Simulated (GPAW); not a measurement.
Runs of GPAW 26.7.0 on Mo. Symmetry: Im-3m, No. 229, cubic system. The conventional cell has a = 3.168 Å, b = 3.168 Å, c = 3.168 Å, α = 90.00°, β = 90.00°, γ = 90.00°. Around Mo (site symmetry m-3m) lie 8 Mo at 2.74 Å. 

| task | level | potentials or basis | spin | cell | k mesh | optimizer | fmax | max steps | convergence | band path | gap on the mesh (eV) | pressure (GPa) | relaxed volume (Å³/atom) |
| --- | --- | --- | --- | --- | --- | --- | --- | --- | --- | --- | --- | --- | --- |
| relaxation of cell and atoms | RPBE | the program's PAW data sets (release 1.2.1) made for this functional, pw | off | relaxed | 12 × 12 × 12 | LBFGS | 0.01 eV/Å | 60 | density=1e-05 forces=0.0001 | - | none | 0.0 | (a) |
| band structure | r2SCAN | GPAW PAW data sets (gpaw-data 1.2.1), pw | SOC, no magnetisation | as given | 9 × 9 × 9 | - | - | - | - | GHNGPH,PN | - | -3.9 | - |
| relaxation of cell and atoms | PBEsol+D3(BJ) | PAW data sets generated in the run's folder for this functional, pw | off | relaxed | 12 × 12 × 12 | LBFGS | 0.02 eV/Å | 100 | density=1e-05 forces=0.0001 | - | none | -0.2 | 14.89 |
| band structure | PBEsol | PAW data sets generated in the run's folder for this functional, pw | SOC, no magnetisation | as given | 9 × 9 × 9 | - | - | - | - | GHNGPH,PN | - | (b) | - |
| relaxation of cell and atoms | BLYP+D4 | PAW data sets generated in the run's folder for this functional, pw | off | relaxed to -2 GPa | 12 × 12 × 12 | LBFGS | 0.02 eV/Å | 60 | density=1e-05 forces=0.0001 | - | none | -1.9 | - |
| relaxation of cell and atoms | BLYP+D3(BJ) | PAW data sets generated in the run's folder for this functional, pw | off | relaxed to 2 GPa | 12 × 12 × 12 | BFGS | 0.01 eV/Å | 60 | density=1e-05 forces=0.0001 | - | none | 1.9 | - |
| band structure | revPBE | the program's PAW data sets (release 1.2.1) made for this functional, pw | off | as given | 12 × 12 × 12 | - | - | - | - | GHNGPH,PN | - | 0.5 | - |
| band structure | r2SCAN | GPAW PAW data sets (gpaw-data 1.2.1), pw | off | as given | 12 × 12 × 12 | - | - | - | - | GHNGPH,PN | - | -3.6 | - |
| relaxation of cell and atoms | RPBE+D4 | the program's PAW data sets (release 1.2.1) made for this functional, pw | off | relaxed | 12 × 12 × 12 | FIRE | 0.02 eV/Å | 40 | density=1e-05 forces=0.0001 | - | none | -0.1 | 15.34 |
| relaxation of cell and atoms | PBEsol | PAW data sets generated in the run's folder for this functional, pw | off | relaxed to 20 GPa | 12 × 12 × 12 | LBFGS | 0.02 eV/Å | 60 | density=1e-05 forces=0.0001 | - | none | 20.0 | - |
| relaxation of cell and atoms | revPBE+D3(BJ) | the program's PAW data sets (release 1.2.1) made for this functional, pw | off | relaxed to 10 GPa | 12 × 12 × 12 | FIRE | 0.02 eV/Å | 40 | density=1e-05 forces=0.0001 | - | none | 9.9 | - |
| band structure | BLYP | PAW data sets generated in the run's folder for this functional, pw | off | as given | 12 × 12 × 12 | - | - | - | - | GHNGPH,PN | - | (c) | - |

Alike in all rows: cutoff (eV) 600; smearing fermi-dirac 0.05 eV.

Problem. Estimate the missing entries.

Solution. (a) 15.99; (b) -10.2; (c) 6.9.

Caveats: later steps reuse the first step's grids (some runs); pairwise dispersion overbinds metals, which lowers pressure and volume (some runs); spin-orbit coupling was added after a scalar SCF, so levels and gaps hold it while energy, forces, pressure and moments don't (some runs); this program's spin-orbit splittings come out too wide for heavy elements (some runs); the PAW data sets were made with another functional, which shifts forces and pressure a little (some runs).

A k mesh can miss the band edges, and rows without SOC leave out spin-orbit coupling on Mo.

A gap of «none» marks a metal or a gap under the smearing width.

Runs at the PBE level aren't shown here.
